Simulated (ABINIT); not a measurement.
# Ta (Im-3m) in ABINIT: a series of runs

The runs below take Ta through band structure, equation of state, with PBE, PBEsol+D3, LDA-PZ.

All numbers are computed with ABINIT 10.8.3 (patched build); they aren't measurements. Logs are shortened: lines on timing, memory, paths and dates and some standing lists are left out, and cuts for length are marked. The log counts tension as positive stress, the text compression.

**The experiment to reproduce.**

“Refinement of the equation of state of tantalum”, 2004, arxiv:cond-mat/0403080 quotes, for a bulk crystal of Ta: bulk modulus 194 GPa.

The runs below are set against these values where they give the same quantity.

### 1 The crystal as given

Symmetry: Im-3m, No. 229, cubic system. Conventional cell: a = 3.303 Å, b = 3.303 Å, c = 3.303 Å, α = 90.00°, β = 90.00°, γ = 90.00°. Ta (site symmetry m-3m) has 8 Ta at 2.86 Å as nearest neighbours.

### 2 Band structure, PBE, spin-orbit coupling, no magnetisation

The input, run.abi:

```
# Datasets: ground state, then fixed potential
ndtset 2

# Pseudopotentials
pp_dirpath "./"
pseudos "Ta.GGA_PBE-JTH.xml"

# Structure
acell 3*1.0
rprim
    -3.1204669551     3.1204669551     3.1204669551
     3.1204669551    -3.1204669551     3.1204669551
     3.1204669551     3.1204669551    -3.1204669551
ntypat 1
znucl 73
natom 1
typat 1
xcart
     0.0000000000     0.0000000000     0.0000000000

# Plane-wave basis
ecut 19.0
pawecutdg 38.0

# Exchange and correlation
ixc 11

# Bands and occupations
occopt 3
tsmear 0.05 eV

# Spin
nspinor 2
nspden 1
pawspnorb 1

# SCF cycle
nstep 100

# Output
iomode 3
prtwf 0
prteig 0
prtebands 0
enunit 1
prtden1 1

# Dataset 1
kptopt1 4
ngkpt1 11 11 11
nshiftk1 1
shiftk1 0.0 0.0 0.0
nband1 22
tolvrs1 1.0e-9

# Dataset 2: bands along G-H-N-G-P-H
iscf2 -2
getden2 1
nband2 34
nbdbuf2 8
tolwfr2 1.0e-11
kptopt2 -5
ndivsm2 5
prteig2 1
kptbounds2
     0.0000000000     0.0000000000     0.0000000000
     0.5000000000    -0.5000000000     0.5000000000
     0.0000000000     0.0000000000     0.5000000000
     0.0000000000     0.0000000000     0.0000000000
     0.2500000000     0.2500000000     0.2500000000
     0.5000000000    -0.5000000000     0.5000000000
```

Potentials or basis: JTH PAW PBE v2.0.

Launch:

```bash
$ abinit run.abi > log 2>&1
```

run.abo:

```text
.Version 10.8.3 of ABINIT
 DATASET    1 : space group I4 3 2 (#211); Bravais cI (body-center cubic)
================================================================================
 Values of the parameters that define the memory need for DATASET  1.
     intxc =       0    ionmov =       0      iscf =      17    lmnmax =      18
     lnmax =       6     mgfft =      24  mpssoang =       3    mqgrid =    3001
     natom =       1  nloc_mem =       2    nspden =       1   nspinor =       2
    nsppol =       1      nsym =      24    n1xccc =       1    ntypat =       1
    occopt =       3   xclevel =       2
       mpw =         490          nfft =       13824          nkpt =          66
 PAW method is used; the additional fine FFT grid is defined by:
   mgfftf=        30    nfftf =     27000
================================================================================
================================================================================

 DATASET    2 : space group I4 3 2 (#211); Bravais cI (body-center cubic)
================================================================================
 Values of the parameters that define the memory need for DATASET  2.
     intxc =       0    ionmov =       0      iscf =      -2    lmnmax =      18
     lnmax =       6     mgfft =      24  mpssoang =       3    mqgrid =    3001
     natom =       1  nloc_mem =       2    nspden =       1   nspinor =       2
    nsppol =       1      nsym =      24    n1xccc =       1    ntypat =       1
    occopt =       3   xclevel =       2
       mpw =         490          nfft =       13824          nkpt =          30
 PAW method is used; the additional fine FFT grid is defined by:
   mgfftf=        30    nfftf =     27000
================================================================================
================================================================================

--------------------------------------------------------------------------------
------------- Echo of variables that govern the present computation ------------
--------------------------------------------------------------------------------
 -outvars: echo values of preprocessed input variables --------
            acell      1.0000000000E+00  1.0000000000E+00  1.0000000000E+00 Bohr
              amu      1.80947900E+02
             ecut      1.90000000E+01 Hartree
           enunit           1
           getden1          0
           getden2          1
             iscf1         17
             iscf2         -2
                       outvar_i_n : Printing only first  50 k-points.
              ixc          11
           jdtset        1    2
                       outvar_i_n : Printing only first  50 k-points.
           kptopt1          4
           kptopt2         -5
         kptrlatt       11    0    0      0   11    0      0    0   11
          kptrlen1     5.94528804E+01
          kptrlen2     3.00000000E+01
            natom           1
            nband1         22
            nband2         34
           nbdbuf1          0
           nbdbuf2          8
           ndtset           2
           ndivsm1          0
           ndivsm2          5
            ngfft          24      24      24
          ngfftdg          30      30      30
             nkpt1         66
             nkpt2         30
          nspinor           2
            nstep         100
             nsym          24
           ntypat           1
                       prtocc : prtvol=0, do not print more k-points.
           occopt           3
        pawcpxocc           2
        pawecutdg      3.80000000E+01 Hartree
        pawspnorb           1
         pawxcdev           0
[... 235 lines left out ...]
 R(2)=  3.1204670 -3.1204670  3.1204670  G(2)=  0.1602324  0.0000000  0.1602324
 R(3)=  3.1204670  3.1204670 -3.1204670  G(3)=  0.1602324  0.1602324  0.0000000
 Unit cell volume ucvol=  1.2153987E+02 bohr^3
 Angles (23,13,12)=  1.09471221E+02  1.09471221E+02  1.09471221E+02 degrees

 Coarse grid specifications (used for wave-functions):

 getcut: wavevector=  0.0000  0.0000  0.0000  ngfft=  24  24  24
         ecut(hartree)=     19.000   => boxcut(ratio)=   2.26302

 getcut : COMMENT -
  Note that boxcut > 2.2 ; recall that boxcut=Gcut(box)/Gcut(sphere) = 2
  is sufficient for exact treatment of convolution.
  Such a large boxcut is a waste : you could raise ecut
  e.g. ecut=   24.326062 Hartrees makes boxcut=2

 Fine grid specifications (used for densities):

 getcut: wavevector=  0.0000  0.0000  0.0000  ngfft=  30  30  30
         ecut(hartree)=     38.000   => boxcut(ratio)=   2.00025
--------------------------------------------------------------------------------

================================================================================
 Non-SCF case, kpt    1 (  0.00000  0.00000  0.00000), residuals and eigenvalues=
  5.74E-12  4.38E-12  2.93E-12  5.66E-12  4.74E-12  6.89E-12  3.55E-12  9.42E-12
  8.59E-13  9.77E-12  1.91E-12  7.10E-12  2.60E-12  6.12E-12  2.43E-12  9.29E-12
  2.72E-12  3.49E-12  5.75E-12  8.97E-12  9.12E-12  7.56E-12  6.16E-12  5.79E-12
  6.96E-12  6.03E-12  6.52E-10  2.39E-09  1.77E-08  2.76E-08  3.85E-08  2.64E-07
  2.90E-10  1.07E-09
 -2.4282E+00 -2.4282E+00 -1.3780E+00 -1.3780E+00 -1.0808E+00 -1.0808E+00
 -1.0808E+00 -1.0808E+00 -2.5090E-01 -2.5090E-01  6.1133E-02  6.1133E-02
  6.1133E-02  6.1133E-02  7.6685E-02  7.6685E-02  1.8867E-01  1.8867E-01
  1.8867E-01  1.8867E-01  5.9022E-01  5.9022E-01  5.9022E-01  5.9022E-01
  5.9022E-01  5.9022E-01  9.9525E-01  9.9525E-01  9.9525E-01  9.9525E-01
[... 335 lines left out ...]
  6.8333E-01  6.8333E-01  8.6318E-01  8.6318E-01  8.6502E-01  8.6502E-01
  9.7210E-01  9.7210E-01  1.2474E+00  1.2474E+00
 Non-SCF case, kpt   30 (  0.50000 -0.50000  0.50000), residuals and eigenvalues=
  6.53E-12  2.78E-12  5.77E-12  2.39E-12  5.55E-12  6.80E-12  6.99E-12  5.25E-12
  1.42E-12  2.56E-12  2.67E-12  3.71E-12  7.72E-12  6.14E-12  3.35E-12  2.65E-12
  2.37E-12  1.87E-12  4.14E-12  8.86E-12  3.02E-12  6.02E-12  5.17E-12  1.31E-12
  5.15E-12  3.56E-12  2.87E-12  6.30E-12  7.59E-12  2.34E-11  1.07E-10  1.62E-10
  2.98E-04  1.05E-03
 -2.4208E+00 -2.4208E+00 -1.3979E+00 -1.3979E+00 -1.1172E+00 -1.1172E+00
 -1.1172E+00 -1.1172E+00 -1.0002E-01 -1.0002E-01 -1.0002E-01 -1.0002E-01
  2.8382E-01  2.8382E-01  2.8382E-01  2.8382E-01  3.0667E-01  3.0667E-01
  3.0866E-01  3.0866E-01  3.8431E-01  3.8431E-01  3.8431E-01  3.8431E-01
  6.1640E-01  6.1640E-01  8.8634E-01  8.8634E-01  8.8634E-01  8.8634E-01
  9.4365E-01  9.4365E-01  1.3420E+00  1.3454E+00

--- !ResultsGS
iteration_state: {dtset: 2, }
comment   : Summary of ground state results
lattice_vectors:
- [ -3.1204670,   3.1204670,   3.1204670, ]
- [  3.1204670,  -3.1204670,   3.1204670, ]
- [  3.1204670,   3.1204670,  -3.1204670, ]
lattice_lengths: [   5.40481,    5.40481,    5.40481, ]
lattice_angles: [109.471, 109.471, 109.471, ] # degrees, (23, 13, 12)
lattice_volume:   1.2153987E+02
convergence: {deltae:  0.000E+00, res2:  0.000E+00, residm:  9.998E-12, diffor:  0.000E+00, }
etotal    :  -5.90036909E+01
entropy   :   0.00000000E+00
fermie    :   3.94136736E-02
cartesian_stress_tensor: null
pressure_GPa: null
xred      :
- [  0.0000E+00,   0.0000E+00,   0.0000E+00, Ta]
cartesian_forces: null
force_length_stats: {min: null, max: null, mean: null, }
...

 Integrated electronic density in atomic spheres:
 ------------------------------------------------
 Atom  Sphere_radius  Integrated_density
    1        2.41973         10.66807134

================================================================================

 ----iterations are completed or convergence reached----

 Mean square residual over all n,k,spin=   45.137E-13; max=  99.979E-13
 reduced coordinates (array xred) for    1 atoms
       0.000000000000      0.000000000000      0.000000000000

 cartesian coordinates (angstrom) at end:
    1      0.00000000000000     0.00000000000000     0.00000000000000
 length scales=  1.000000000000  1.000000000000  1.000000000000 bohr
              =  0.529177210544  0.529177210544  0.529177210544 angstroms
 Eigenvalues (   eV  ) for nkpt=  30  k points:
 kpt#   1, nband= 34, wtk=  1.00000, kpt=  0.0000  0.0000  0.0000 (reduced coord)
 -66.07550  -66.07550  -37.49655  -37.49655  -29.40891  -29.40891  -29.40891  -29.40891
  -6.82736   -6.82736    1.66353    1.66353    1.66353    1.66353    2.08670    2.08670
   5.13399    5.13399    5.13399    5.13399   16.06058   16.06058   16.06058   16.06058
  16.06058   16.06058   27.08225   27.08225   27.08225   27.08225   28.05898   28.05898
  30.40327   30.40327
 kpt#   2, nband= 34, wtk=  1.00000, kpt=  0.0714 -0.0714  0.0714 (reduced coord)
 -66.06424  -66.06424  -37.53092  -37.53092  -29.49780  -29.49780  -29.45648  -29.45648
  -6.37270   -6.37270    1.60114    1.60114    1.74141    1.74141    2.16131    2.16131
   4.40482    4.40482    5.38572    5.38572   16.84191   16.84191   16.84316   16.84316
  16.88450   16.88450   23.01474   23.01474   27.71454   27.71454   28.17148   28.17148
  29.85344   29.85347
 kpt#   3, nband= 34, wtk=  1.00000, kpt=  0.1429 -0.1429  0.1429 (reduced coord)
 -66.03340  -66.03340  -37.62282  -37.62282  -29.72073  -29.72073  -29.59093  -29.59093
  -5.12524   -5.12524    1.56143    1.56143    1.80564    1.80564    2.54439    2.54439
   2.95092    2.95092    5.98634    5.98634   18.52225   18.52225   18.59881   18.59881
  18.94379   18.94379   19.00684   19.00684   26.25489   26.25489   27.94160   27.94160
[... 149 lines left out ...]
  21.93782   21.93782   22.23805   22.23805   22.37058   22.37058   28.46772   28.46772
  30.16445   30.16445
 kpt#  29, nband= 34, wtk=  1.00000, kpt=  0.4583 -0.3750  0.4583 (reduced coord)
 -65.88299  -65.88299  -38.01910  -38.01910  -30.41504  -30.41504  -30.32521  -30.32521
  -2.43463   -2.43463   -2.40672   -2.40672    5.00792    5.00792    7.10975    7.10975
   7.12137    7.12137   10.04023   10.04023   11.26144   11.26144   11.39240   11.39240
  18.59427   18.59427   23.48843   23.48843   23.53837   23.53837   26.45207   26.45207
  33.94227   33.94232
 kpt#  30, nband= 34, wtk=  1.00000, kpt=  0.5000 -0.5000  0.5000 (reduced coord)
 -65.87451  -65.87451  -38.03809  -38.03809  -30.40143  -30.40143  -30.40143  -30.40143
  -2.72166   -2.72166   -2.72166   -2.72166    7.72320    7.72320    7.72320    7.72320
   8.34485    8.34485    8.39893    8.39893   10.45755   10.45755   10.45755   10.45755
  16.77301   16.77301   24.11847   24.11847   24.11847   24.11847   25.67805   25.67805
  36.51773   36.61046

== END DATASET(S) ==============================================================
================================================================================

 -outvars: echo values of variables after computation  --------
            acell      1.0000000000E+00  1.0000000000E+00  1.0000000000E+00 Bohr
           etotal1    -5.9003690929E+01
            fcart1     0.0000000000E+00  0.0000000000E+00  0.0000000000E+00
            rprim     -3.1204669551E+00  3.1204669551E+00  3.1204669551E+00
                       3.1204669551E+00 -3.1204669551E+00  3.1204669551E+00
                       3.1204669551E+00  3.1204669551E+00 -3.1204669551E+00
           strten1    -7.5244212726E-05 -7.5244212726E-05 -7.5244212726E-05
                       0.0000000000E+00  0.0000000000E+00  0.0000000000E+00
 Calculation completed.
```

Run time: 60 s. Hardware: 1 thread of Arm Neoverse V2, shared host; peak memory 0.12 GiB.

Results:

| Property | Result |
| --- | --- |
| Free energy | -1605.5722 eV |
| Pressure | 2.2 GPa |
| Band gap on the k mesh | none (metal or under the smearing width) |
| Valence electrons inside the program's atomic spheres | Ta 10.67 (radii [1.2805] Å) |

Levels at the corners of the path, in eV from the Fermi level:
| point | band 9 | band 10 | band 11 | band 12 | band 13 | band 14 | band 15 | band 16 |
| --- | --- | --- | --- | --- | --- | --- | --- | --- |
| Γ | -7.90 | -7.90 | 0.59 | 0.59 | 0.59 | 0.59 | 1.01 | 1.01 |
| H | -3.79 | -3.79 | -3.79 | -3.79 | 6.65 | 6.65 | 6.65 | 6.65 |
| N | -4.37 | -4.37 | -1.54 | -1.54 | 1.62 | 1.62 | 3.89 | 3.89 |
| Γ | -7.90 | -7.90 | 0.59 | 0.59 | 0.59 | 0.59 | 1.01 | 1.01 |
| P | -1.59 | -1.59 | -1.02 | -1.02 | -1.02 | -1.02 | 5.11 | 5.11 |
| H | -3.79 | -3.79 | -3.79 | -3.79 | 6.65 | 6.65 | 6.65 | 6.65 |

(Part 1 of 2 ends here.)
